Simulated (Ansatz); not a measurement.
# HgTe (Coloradoite) (F-43m) in Ansatz: further runs

Runs on HgTe (Coloradoite). Level: PBE. Tasks: single point.

Everything below comes from runs of Ansatz 0.2.0. Logs are shortened: lines on timing, memory, paths and dates and some standing lists are left out, and cuts for length are marked.

## 1. The structure

The structure is cubic, space group F-43m (No. 216). Conventional cell: a = 6.429 Å, b = 6.429 Å, c = 6.429 Å, α = 90.00°, β = 90.00°, γ = 90.00°. Around Hg (site symmetry -43m) lie 4 Te at 2.78 Å. Around Te (site symmetry -43m) lie 4 Hg at 2.78 Å.

## 2. Single point, PBE

Input file input.yaml:

```yaml
crystal:
  lattice:
    - [0.0, 3.2145, 3.2145]
    - [3.2145, 0.0, 3.2145]
    - [3.2145, 3.2145, 0.0]
  atoms:
    - { symbol: Hg, position: [0.0, 0.0, 0.0] }
    - { symbol: Te, position: [0.75, 0.75, 0.75] }
hamiltonian:
  xc: pbe
  pseudopotentials: { kind: paw }
kpoints:
  mp_grid: { grid: [7, 7, 7] }
scf:
  occupations: { method: gaussian, width: 0.014 }
output:
  forces: true
  stress: true
  eigenvalues: true
```

Potentials or basis: Ansatz PAW.

Run with:

```
ansatz run input.yaml --threads 2 --pin off --max-ram 5632MiB --backend cpu --events-out ev --progress --plain --runs-dir out
```

Output:

```text
Warning: RAYON_NUM_THREADS=2 ignored (pool sized by the plan → 2); use --threads N
Engine: ansatz 0.2.0, x86_64-unknown-linux-gnu
Pseudopotentials: kind: paw
Pseudopotential: Hg, paw, valence charge 20, recommended cutoff 420 eV (normal), Hg.paw.azcp
Pseudopotential: Te, paw, valence charge 16, recommended cutoff 420 eV (normal), Te.paw.azcp
Functional definition: PBE
  parameter kappa = 0.804
  parameter beta = 0.06672455060314922
  exchange = pbe_x(kappa = kappa, mu = beta*pi^2/3)
  correlation = pbe_c(beta = beta)
Crystal: 2 atoms, lattice volume = 66.431 Å³
Basis set: ecut = 420 eV, 1291 PW (Γ), exchange–correlation on 64×64×64 points (8 copies of the dense FFT grid, shifted against one another)
Bands: 22, of which v1, the nominal top of the filled ones, is band 18 counted from 1 (17 counted from 0)
Symmetry: 24 space group operations
Space group: F-43m (ITA 216), of the structure as read, at distance tolerance 4.1e-5 Å
k-points: 20 of 343 (time reversal used)
Non-local potential: Hg, projectors of the file, l = 0: 3, l = 1: 2, l = 2: 2, l = 3: 1
Non-local potential: Te, projectors of the file, l = 0: 2, l = 1: 2, l = 2: 2, l = 3: 2
PAW form: soft (Blöchl's): semilocal exchange-correlation on the pseudo side does not see the compensation charge
PAW one-centre angular grid: Hg, 590 points (default); XC on 64 Gauss nodes
PAW one-centre angular grid: Te, 590 points (default); XC on 64 Gauss nodes
Initial density: superposition of atomic densities (neutral atoms: chi_scale 0, normalization atom), corrected by the library's trained network
Initial wavefunctions: pseudopotential atomic-orbital guess
Functional: x = pbe(κ = 0.804, μ = 0.2195149727645171), c = pbe(β = 0.06672455060314922)
SCF iter   1: F=—  HF=-20793.653419 eV  |F-HF|=—  |Δ(HF+E_count)|=         —  Δρ=1.12e-3  dr2=1.74e-3  ethr=1.77e-3  ⟨swp⟩=6.3  Hψ=2112  notcnv=0
preconditioner: auto → none  [insulator: Δε(μ)=0.720 eV  Ē_g=10.695 eV  σ=0.014 eV  W_gap=0.67  n_scr=14 (ndim 8)  ℏωp=19.3 eV  f_vac=0.179  D(μ)=0.64/eV (n_scr^D=0)  ε∞_Penn≈4.3]
SCF iter   2: F=—  HF=-20793.653267 eV  |F-HF|=—  |Δ(HF+E_count)|=   1.52e-4  Δρ=5.19e-4  dr2=2.06e-4  ethr=4.83e-6  ⟨swp⟩=3.3  Hψ=1039  notcnv=0
SCF iter   3: F=—  HF=-20793.653346 eV  |F-HF|=—  |Δ(HF+E_count)|=   7.91e-5  Δρ=2.27e-4  dr2=3.27e-5  ethr=5.73e-7  ⟨swp⟩=2.2  Hψ=702  notcnv=0
SCF iter   4: F=—  HF=-20793.653392 eV  |F-HF|=—  |Δ(HF+E_count)|=   4.60e-5  Δρ=7.92e-5  dr2=3.86e-6  ethr=9.10e-8  ⟨swp⟩=2.0  Hψ=654  notcnv=0
SCF iter   5: F=—  HF=-20793.653406 eV  |F-HF|=—  |Δ(HF+E_count)|=   1.35e-5  Δρ=1.55e-5  dr2=1.24e-7  ethr=1.07e-8  ⟨swp⟩=2.0  Hψ=625  notcnv=0
SCF iter   6: F=-20793.653406 eV  HF=-20793.653406 eV  |F-HF|=1.03e-8  |Δ(HF+E_count)|=   7.58e-7  Δρ=2.31e-6  dr2=3.89e-9  ethr=2.78e-10  ⟨swp⟩=6.8  Hψ=1922  notcnv=0
SCF 1 converged in 6 iterations: F = -20793.653406 eV  dr2 = 3.89e-9
SCF converged after 6 iterations
Free energy (F): -20793.653406 eV
Harris-Foulkes:  -20793.653406 eV  (|F-HF|=1.03e-8)
Internal energy: -20793.653343 eV  (E = F + TS)
E sigma→0 (E₀):  -20793.653375 eV
Entropy (-TS):   -0.000063 eV (-0.031 meV/atom)
Fermi energy:    9.009515 eV
--- Per-component energies (eV) ---
  E_band       = -764.048063
  E_kinetic    = 785.075563
  E_local      = -4768.480934  (includes V_loc(G=0)·N_el)
  E_nonlocal   = -237.976183
  E_hartree    = 2322.536138
  E_xc         = -345.113464
  E_vxc        = -367.005987  (∫ρ·V_xc dr)
  E_paw        = -14606.637606  (= ΣΔE_a)
  E_vpaw       = -820.736850  (= ΣTr[D̂ρ^β])
  E_aug_tail   = 0.000753  (compensation charges beyond the density's cutoff)
  E_ewald      = -3943.057611
  E_smearing   = -0.000063  (= −TS)
  E_closure    = 0.000000  (closes the sum)
  Σ components = -20793.653406   (vs F -20793.653406, Δ=0.00e0)
--- Forces (eV/Å), atoms counted from 1 ---
  atom   1  Hg    -0.00000000     0.00000000    -0.00000000
  atom   2  Te     0.00000000    -0.00000000     0.00000000
  max |Σ_I F_I| component: 1.11e-16 eV/Å
--- Stress (GPa, compression-positive) ---
        4.558842      -0.000000      -0.000000
        0.000000       4.558842       0.000000
       -0.000000       0.000000       4.558842
  P = ⅓ Tr σ = 4.5588 GPa (45.588 kbar)
--- Band table (eV; the first three rows and the last of 20) ---
  k-point 0: bands = ["-105.9676", "-54.4257", "-54.4257", "-54.4257", "-27.7772", "-27.7772", "-27.7772", "-27.7685", "-27.7685", "-3.0987", "1.5572", "1.5572", "1.5572", "2.1073", "2.1073", "8.3255", "9.0053", "9.0053", "9.0053", "13.2219", "13.2219", "13.2219"]
  k-point 1: bands = ["-105.9676", "-54.4258", "-54.4257", "-54.4257", "-27.7773", "-27.7771", "-27.7771", "-27.7684", "-27.7684", "-2.9959", "1.5857", "1.5857", "1.5963", "2.1046", "2.1046", "6.9394", "8.7752", "8.7752", "9.7621", "13.1939", "13.5209", "13.5209"]
  k-point 2: bands = ["-105.9676", "-54.4258", "-54.4258", "-54.4258", "-27.7774", "-27.7770", "-27.7770", "-27.7684", "-27.7684", "-2.7506", "1.6435", "1.6435", "1.7871", "2.1087", "2.1087", "5.1680", "8.3351", "8.3351", "9.8665", "13.9488", "13.9488", "14.3137"]
  k-point 19: bands = ["-105.9676", "-54.4258", "-54.4258", "-54.4258", "-27.7776", "-27.7772", "-27.7767", "-27.7684", "-27.7681", "-2.3166", "1.7712", "1.8298", "2.0373", "2.0935", "2.6862", "3.4614", "6.0592", "6.7904", "11.8571", "13.4390", "14.6851", "15.5957"]
```

It took 3 s on 2 threads of Intel Xeon at 2.50GHz (Skylake/Cascade Lake), shared host; peak memory 0.37 GiB.

Results:

- Free energy: -20793.6534 eV
- Pressure: 4.6 GPa
- Band gap on the k mesh: none (metal or under the smearing width)

Spin-orbit coupling is left out, which matters for the levels of Hg, Te.

## 3. Single point, PBE

input.yaml: that of step 2 with these lines changed.

```diff
@@ -14,3 +14,3 @@
 scf:
-  occupations: { method: gaussian, width: 0.014 }
+  occupations: { method: gaussian, width: 0.015 }
 output:
@@ -19 +19,5 @@
   eigenvalues: true
+  write_density: true
+  write_potential: true
+  elf: true
+  volumetric_format: npy
```

Potentials or basis: Ansatz PAW.

Run with:

```
ansatz run input.yaml --threads 2 --pin off --max-ram 5632MiB --backend cpu --events-out ev --progress --plain --runs-dir out
```

Output:

```text
Warning: RAYON_NUM_THREADS=2 ignored (pool sized by the plan → 2); use --threads N
[... 9 set-up lines as earlier in the session ...]
Crystal: 2 atoms, lattice volume = 66.431 Å³
Basis set: ecut = 420 eV, 1291 PW (Γ), exchange–correlation on 64×64×64 points (8 copies of the dense FFT grid, shifted against one another)
Bands: 22, of which v1, the nominal top of the filled ones, is band 18 counted from 1 (17 counted from 0)
[... 39 lines left out ...]
  E_smearing   = -0.000067  (= −TS)
  E_closure    = 0.000000  (closes the sum)
  Σ components = -20793.653411   (vs F -20793.653411, Δ=0.00e0)
--- Forces (eV/Å), atoms counted from 1 ---
  atom   1  Hg    -0.00000000    -0.00000000     0.00000000
  atom   2  Te     0.00000000    -0.00000000     0.00000000
  max |Σ_I F_I| component: 9.48e-17 eV/Å
--- Stress (GPa, compression-positive) ---
        4.558844       0.000000      -0.000000
       -0.000000       4.558844       0.000000
        0.000000       0.000000       4.558844
  P = ⅓ Tr σ = 4.5588 GPa (45.588 kbar)
--- Band table (eV; the first three rows and the last of 20) ---
  k-point 0: bands = ["-105.9676", "-54.4257", "-54.4257", "-54.4257", "-27.7772", "-27.7772", "-27.7772", "-27.7685", "-27.7685", "-3.0987", "1.5572", "1.5572", "1.5572", "2.1073", "2.1073", "8.3255", "9.0053", "9.0053", "9.0053", "13.2219", "13.2219", "13.2219"]
  k-point 1: bands = ["-105.9676", "-54.4258", "-54.4257", "-54.4257", "-27.7773", "-27.7771", "-27.7771", "-27.7684", "-27.7684", "-2.9959", "1.5857", "1.5857", "1.5963", "2.1046", "2.1046", "6.9394", "8.7752", "8.7752", "9.7621", "13.1939", "13.5209", "13.5209"]
  k-point 2: bands = ["-105.9676", "-54.4258", "-54.4258", "-54.4258", "-27.7774", "-27.7770", "-27.7770", "-27.7684", "-27.7684", "-2.7506", "1.6435", "1.6435", "1.7871", "2.1087", "2.1087", "5.1680", "8.3351", "8.3351", "9.8665", "13.9488", "13.9488", "14.3137"]
  k-point 19: bands = ["-105.9676", "-54.4258", "-54.4258", "-54.4258", "-27.7776", "-27.7772", "-27.7767", "-27.7684", "-27.7681", "-2.3166", "1.7712", "1.8298", "2.0373", "2.0935", "2.6862", "3.4614", "6.0592", "6.7904", "11.8571", "13.4390", "14.6851", "15.5957"]
```

rho_z.tsv:

```text
# z_ang	rho[e/angstrom^3]
# format = ansatz-planar-average/11
# lattice	0.000000000	3.214500000	3.214500000
# lattice	3.214500000	0.000000000	3.214500000
# lattice	3.214500000	3.214500000	0.000000000
# sites	2
# site	80	0.000000000	0.000000000	0.000000000
# site	52	4.821750000	4.821750000	4.821750000
0.000000	1.134186e0
0.142062	1.068146e0
0.284124	9.371675e-1
0.426187	7.658447e-1
0.568249	5.824064e-1
0.710311	4.127835e-1
[... 24 lines left out ...]
4.261865	1.065193e0
4.403927	1.126486e0
```

Wall time 4 s (2 threads of Intel Xeon at 2.50GHz (Skylake/Cascade Lake), shared host); peak memory 0.38 GiB.

What came out:

```yaml
Free_energy: -20793.6534 eV
Pressure: 4.6 GPa
Band_gap_on_the_k_mesh: none (metal or under the smearing width)
```

Levels at points of the mesh, in eV from the Fermi level:
```csv
k point,band 16,band 17,band 18,band 19,band 20,band 21
"(0.00, 0.00, 0.00)",-0.68,0.00,0.00,0.00,4.21,4.21
```

Spin-orbit coupling is left out, which matters for the levels of Hg, Te.

## 4. Single point, PBE

input.yaml: that of step 3 with these lines changed.

```diff
@@ -14,3 +14,3 @@
 scf:
-  occupations: { method: gaussian, width: 0.015 }
+  occupations: { method: gaussian, width: 0.016 }
 output:
```

Run with:

```
ansatz run input.yaml --threads 2 --pin off --max-ram 5632MiB --backend cpu --events-out ev --progress --plain --runs-dir out
```

Run time: 4 s. Hardware: 2 threads of Intel Xeon at 2.50GHz (Skylake/Cascade Lake), shared host; peak memory 0.38 GiB.

It converged, with:

```
Free energy            : -20793.6534 eV
Pressure               : 4.6 GPa
Band gap on the k mesh : none (metal or under the smearing width)
```

Levels at points of the mesh, in eV from the Fermi level:
```tsv
k point	band 16	band 17	band 18	band 19	band 20	band 21
(0.00, 0.00, 0.00)	-0.68	0.00	0.00	0.00	4.21	4.21
```

The run has no spin-orbit coupling, so splittings on Hg, Te are missing.

## 5. Single point, PBE

input.yaml: that of step 4 with these lines changed.

```diff
@@ -14,3 +14,3 @@
 scf:
-  occupations: { method: gaussian, width: 0.016 }
+  occupations: { method: gaussian, width: 0.017 }
 output:
@@ -19,5 +19 @@
   eigenvalues: true
-  write_density: true
-  write_potential: true
-  elf: true
-  volumetric_format: npy
```

Run with:

```
ansatz run input.yaml --threads 2 --pin off --max-ram 5632MiB --backend cpu --events-out ev --progress --plain --runs-dir out
```

Wall time 3 s (2 threads of Intel Xeon at 2.50GHz (Skylake/Cascade Lake), shared host); peak memory 0.37 GiB.

The run converged. Its results:

```yaml
Free_energy: -20793.6534 eV
Pressure: 4.6 GPa
Band_gap_on_the_k_mesh: none (metal or under the smearing width)
```

Levels at points of the mesh, in eV from the Fermi level:
```
           k point  band 14  band 15  band 16  band 17  band 18  band 19  band 20  band 21  band 22
(0.00, 0.00, 0.00)    -6.90    -6.90    -0.68    -0.01    -0.01    -0.01     4.21     4.21     4.21
```

## 6. Single point, PBE

input.yaml: that of step 5 with these lines changed.

```diff
@@ -14,3 +14,3 @@
 scf:
-  occupations: { method: gaussian, width: 0.017 }
+  occupations: { method: gaussian, width: 0.018 }
 output:
```

Potentials or basis: Ansatz PAW.

Run with:

```
ansatz run input.yaml --threads 2 --pin off --max-ram 5632MiB --backend cpu --events-out ev --progress --plain --runs-dir out
```

It took 3.2 s on 2 threads of Intel Xeon at 2.50GHz (Skylake/Cascade Lake), shared host; peak memory 0.37 GiB.

The run converged. Its results:

| Item | Value |
| --- | --- |
| Free energy | -20793.6534 eV |
| Pressure | 4.6 GPa |
| Band gap on the k mesh | none (metal or under the smearing width) |

Levels at points of the mesh, in eV from the Fermi level:
```tsv
k point	band 16	band 17	band 18	band 19	band 20	band 21
(0.00, 0.00, 0.00)	-0.69	-0.01	-0.01	-0.01	4.21	4.21
```

## 7. Overview

| smearing | gap on the mesh (eV) | pressure (GPa) |
| --- | --- | --- |
| gaussian 0.014 eV | none | 4.6 |
| gaussian 0.015 eV | none | 4.6 |
| gaussian 0.016 eV | none | 4.6 |
| gaussian 0.017 eV | none | 4.6 |
| gaussian 0.018 eV | none | 4.6 |

Alike in all rows: task single point; level PBE; potentials or basis Ansatz PAW; no spin polarisation; cell as given; k mesh 7 × 7 × 7; cutoff (eV) 420.

Every run on the cell as given and a fine mesh finds a metal.

Total energies depend on the potentials used, so only differences within one code and one set of settings carry meaning.
